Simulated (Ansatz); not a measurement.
Crystal: AlNi3.

```
Ni Al
1.0
     3.52305    0.00000    0.00000
     0.00000    3.52305    0.00000
     0.00000    0.00000    3.52305
Ni Al
3 1
Direct
  0.50000 0.50000 0.00000
  0.50000 0.00000 0.50000
  0.00000 0.50000 0.50000
  0.00000 0.00000 0.00000
```

The cell is a database's computed one.

Program: Ansatz 0.2.0. Alike in all runs: task band structure; potentials or basis Ansatz PAW; spin collinear, ferromagnetic start; cell as given; k mesh 4 × 4 × 4; smearing fermi-dirac 0.05 eV; the mesh is coarse, so values aren't converged.

Question: Order these runs on this cell by their pressure, lowest first.
A. level RPBE; cutoff (eV) 420
B. level r2SCAN; cutoff (eV) 500
C. level PBE; cutoff (eV) 420
D. level BLYP; cutoff (eV) 420
E. level LDA; cutoff (eV) 420

Answer: E (-7.9 GPa), B (0.2 GPa), C (6.7 GPa), A (11.7 GPa), D (14.0 GPa).

Caveats: all runs use coarse meshes; the PAW data sets come from PBE, with cores solved anew for the run's functional, which leaves a small shift of forces and pressure (some runs); the starting moments weren't kept (some runs); the magnetic or orbital state may not be the lowest (some runs).
